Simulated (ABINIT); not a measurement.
Runs of ABINIT 10.8.3 (patched build) on Ge. Symmetry: I4_1/amd, No. 141, tetragonal system. Conventional cell: a = 5.149 Å, b = 5.149 Å, c = 2.795 Å, α = 90.00°, β = 90.00°, γ = 90.00°. Around Ge (site symmetry -4m2) lie 6 Ge at 2.67 to 2.79 Å. This isn't the form of Ge at room conditions, which is diamond.

| task | level | potentials or basis | k mesh | cutoff (eV) | fine-grid cutoff | mesh quality | gap on the mesh (eV) | pressure (GPa) |
| --- | --- | --- | --- | --- | --- | --- | --- | --- |
| band structure | rPW86PBE | JTH PAW PBE v2.0 | 11 × 11 × 11 | 599 | 1197.3 eV | not flagged | none | (a) |
| single point | PBEsol | JTH PAW PBE v2.0 | 14 × 14 × 14 | 599 | 1197.3 eV | not flagged | none | -1.2 |
| band structure | PW91 | JTH PAW PBE v2.0 | 11 × 11 × 11 | 599 | 1197.3 eV | not flagged | none | 2.9 |
| single point | LDA | JTH PAW LDA v2.0 | 4 × 4 × 4 | 544 | 1088.46 eV | coarse | none | - |
| band structure | AM05 | JTH PAW PBE v2.0 | 11 × 11 × 11 | 599 | 1197.3 eV | not flagged | none | -1.7 |
| band structure | LDA | JTH PAW LDA v2.0 | 11 × 11 × 11 | 544 | 1088.46 eV | not flagged | none | - |
| single point | r2SCAN | JTH PAW PBE v2.0 | 7 × 7 × 7 | 707 | 1306.15 eV | coarse | none | (b) |

Alike in all rows: no spin polarisation; cell as given; smearing fermi-dirac 0.05 eV.

Problem. Estimate the missing entries.

Solution. (a) 8.6; (b) 0.5.

Caveats: some runs use coarse meshes; the PAW data sets were made with another functional, which shifts forces and pressure a little (some runs).

A k mesh can miss the band edges, and the runs leave out spin-orbit coupling on Ge.

A gap of «none» marks a metal or a gap under the smearing width.

Runs at the PBE level aren't shown here.
